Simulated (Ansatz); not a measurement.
# KCl: a tetragonal deformation path

An exercise on one series of results from a longer session: the logs are not shown, and one member is left open.

Computed with Ansatz 0.2.0 (DFT r2SCAN, scalar-relativistic, plane waves, PAW, unless a step's input says otherwise).

**Starting point**

It takes space group Fm-3m (No. 225, cubic). The conventional cell has a = 6.312 Å, b = 6.312 Å, c = 6.312 Å, α = 90.00°, β = 90.00°, γ = 90.00°. K (site symmetry m-3m) is surrounded by 6 Cl at 3.16 Å. Cl (site symmetry m-3m) has 6 K at 3.16 Å in its first shell of neighbours.

Structure file:

```cif
data_structure
_symmetry_space_group_name_H-M 'Fm-3m'
_symmetry_Int_Tables_number 225
_cell_length_a 6.3122
_cell_length_b 6.3122
_cell_length_c 6.3122
_cell_angle_alpha 90.000
_cell_angle_beta 90.000
_cell_angle_gamma 90.000
_cell_volume 251.50
loop_
_atom_site_label
_atom_site_type_symbol
_atom_site_symmetry_multiplicity
_atom_site_Wyckoff_symbol
_atom_site_fract_x
_atom_site_fract_y
_atom_site_fract_z
_atom_site_occupancy
K1 K 4 a 0.00000 0.00000 0.00000 1
Cl1 Cl 4 b 0.50000 0.00000 0.00000 1
```

The cell is taken as given, not relaxed at this level.

**Zero of energy**

Reference values: F = -2630.4728 eV; pressure -0.17 GPa; largest force 0.000 eV/Å; gap on the mesh 5.79 eV. It was computed beforehand with the settings of the runs below.

Set-up of the first run:

At fixed volume and fractional coordinates, lengths along (0.000, 0.000, 1.000) are scaled against those across it; ρ is that ratio over its starting value.

Input file input.yaml:

```yaml
crystal:
  lattice:
    - [0.0, 3.5427808131, 2.5047460348]
    - [3.5427808131, 0.0, 2.5047460348]
    - [3.5427808131, 3.5427808131, 0.0]
  atoms:
    - { symbol: K, position: [0.0, 0.0, 0.0] }
    - { symbol: Cl, position: [0.5, 0.5, 0.5] }
basis:
  ecutwfc: 500
kpoints:
  mp_grid: { grid: [8, 8, 8] }
hamiltonian:
  xc: r2scan
scf:
  occupations: { method: gaussian, width: 0.05 }
output:
  forces: true
  stress: true
  eigenvalues: true
```

On the command line:

```bash
> ansatz run input.yaml --threads 1 --pin off --max-ram 2560MiB --backend cpu --events-out ev --progress --plain --runs-dir out
```

Steps of the session up to this table: ρ = 0.707; At ρ = 1.414; At ρ = 0.850; At ρ = 1.200; ρ = 0.780; At ρ = 1.300; ρ = 0.920; At ρ = 1.100; Point ρ = 0.650; ρ = 1.500; Point ρ = 0.960; Point ρ = 1.050.

One of the session's tables, all rows but one given; the rest of the session is left out.

It belongs to the step «The scan collected». The scan, with free energies counted from the undisturbed cell:

| ρ | ΔE (meV/atom) | pressure (GPa) | gap on the mesh (eV) |
| --- | --- | --- | --- |
| 0.650 | 1047.8 | 16.2 | 3.51 |
| 0.707 | 567.4 | 9.5 | 4.44 |
| 0.780 | 237.5 | 4.3 | 5.15 |
| 0.850 | 85.9 | 1.6 | 5.52 |
| 0.920 | 19.7 | 0.3 | 5.71 |
| 0.960 | 4.4 | -0.1 | 5.76 |
| 1.000 | 0.0 | -0.2 | 5.79 |
| 1.050 | 5.6 | 0.0 | 5.77 |
| 1.100 | 20.3 | 0.3 | 5.73 |
| 1.200 | 69.6 | 1.5 | 5.62 |
| 1.300 | ? | ? | ? |
| 1.414 | 243.0 | 5.5 | 5.29 |
| 1.500 | 337.1 | 7.5 | 5.14 |

**Question.** Estimate the row for ρ = 1.300.

Worked estimate for «ΔE (meV/atom)». A straight line through the neighbours (1.200, 69.6) and (1.414, 243.0) gives 69.6 + (243.0 − 69.6) × (1.300 − 1.200) / (1.414 − 1.200) = 150.6; a parabola fitted to 4 rows on both sides gives 139.4.

The run gave: ΔE (meV/atom): 139.9; pressure (GPa): 3.2; gap on the mesh (eV): 5.47. In «ΔE (meV/atom)» the line misses by +10.7 and the parabola by -0.5.
